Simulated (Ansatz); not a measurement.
Method: DFT, PBE, PAW with Ansatz's default frozen-core files, scalar-relativistic (Ansatz 0.2.0).

Fixed geometries (conventional cell, sites, source; prototypes and MP cells may be hypothetical) and settings:

NaF: Fm-3m, a = 4.65 Å, b = 4.65 Å, c = 4.65 Å, α = 90.00°, β = 90.00°, γ = 90.00°; Na 4a (0.000 0.000 0.000), F 4b (0.500 0.000 0.000); COD 9007459, measured; 11×11×11 k mesh, smearing 0.03 eV, no spin
NaH: Fm-3m, a = 4.88 Å, b = 4.88 Å, c = 4.88 Å, α = 90.00°, β = 90.00°, γ = 90.00°; Na 4a (0.000 0.000 0.000), H 4b (0.500 0.000 0.000); COD 9008680, reported; 9×9×9 k mesh, smearing 0.02 eV, no spin
NaI: Fm-3m, a = 6.47 Å, b = 6.47 Å, c = 6.47 Å, α = 90.00°, β = 90.00°, γ = 90.00°; Na 4a (0.000 0.000 0.000), I 4b (0.500 0.000 0.000); COD 9008681, reported; 8×8×8 k mesh, smearing 0.02 eV, no spin
NaCl: Fm-3m, a = 5.66 Å, b = 5.66 Å, c = 5.66 Å, α = 90.00°, β = 90.00°, γ = 90.00°; Na 4a (0.000 0.000 0.000), Cl 4b (0.500 0.000 0.000); COD 4320809, measured, may be off; 7×7×7 k mesh, smearing 0.03 eV, no spin

Semilocal functionals give too small gaps and can close them; gaps under 0.4 eV may also close off the mesh.

No spin–orbit coupling, which matters for the heavy atoms here.

The table gives the Bader charge on Na.

```tsv
compound	charge	gap
NaF (Fm-3m)	+0.88 e	6.27 eV
NaH (Fm-3m)	?	3.71 eV
NaI (Fm-3m)	+0.85 e	3.64 eV
NaCl (Fm-3m)	+0.87 e	5.06 eV
```

(1) What belongs in the row "NaH (Fm-3m)", column "charge"?

Answers

(1) +0.81 e.
